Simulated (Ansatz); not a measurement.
# Ta3S: from a trial structure to a relaxed crystal

These are results of Ansatz, DFT PBE, scalar-relativistic, plane waves, PAW, not measurements. Cutoff 420 eV, Γ-centred k mesh, Gaussian smearing, no spin polarisation in the final step.

Ta3S was placed on the Cu3Au (L1_2) structure type (Pm-3m, No. 221), with S in place of Au, Ta in place of Cu, at a guessed volume.

```xyz
4
Lattice="4.1108 0.0000 0.0000 0.0000 4.1108 0.0000 0.0000 0.0000 4.1108" Properties=species:S:1:pos:R:3 pbc="T T T"
Ta    0.0000    2.0554    2.0554
Ta    2.0554    0.0000    2.0554
Ta    2.0554    2.0554    0.0000
S     0.0000    0.0000    0.0000
```

Cell and atoms relax at zero pressure; the relaxation can't lower the symmetry of the start.

Formation energies are uncorrected and refer to the elements' standard structures at the same level.

Task: Which crystal results?

Result: It keeps Pm-3m (No. 221). The result has the Cu3Au (L1_2) structure. Conventional cell: a = 4.088 Å. Ta is coordinated by 4 S at 2.89 Å and 8 Ta at 2.89 Å; around S lie 12 Ta at 2.89 Å.

```
Ta S
1.0
     4.08803    0.00000    0.00000
     0.00000    4.08803    0.00000
     0.00000    0.00000    4.08803
Ta S
3 1
Direct
  0.00000 0.50000 0.50000
  0.50000 0.00000 0.50000
  0.50000 0.50000 0.00000
  0.00000 0.00000 0.00000
```

Task: What are its volume, energy, density and gap?

Result: The volume per atom is 17.08 Å³. The density is 13.97 g/cm³ and the energy over the elements is 0.28 eV/atom. The gap on the 12×12×12 mesh is 0 eV (a metal).

The final run used a 12×12×12 mesh on its 4-atom cell and 0.10 eV smearing. For metals, differences of a few meV/atom aren't resolved. Spin–orbit coupling is left out. A structure relaxed within its symmetry needn't be a true minimum. The steps took roughly 27 core-seconds in all.

Cost: 2 runs of about 0.45 core-minutes in all, on Intel Xeon Platinum 8581C (Emerald Rapids) (shared hosts).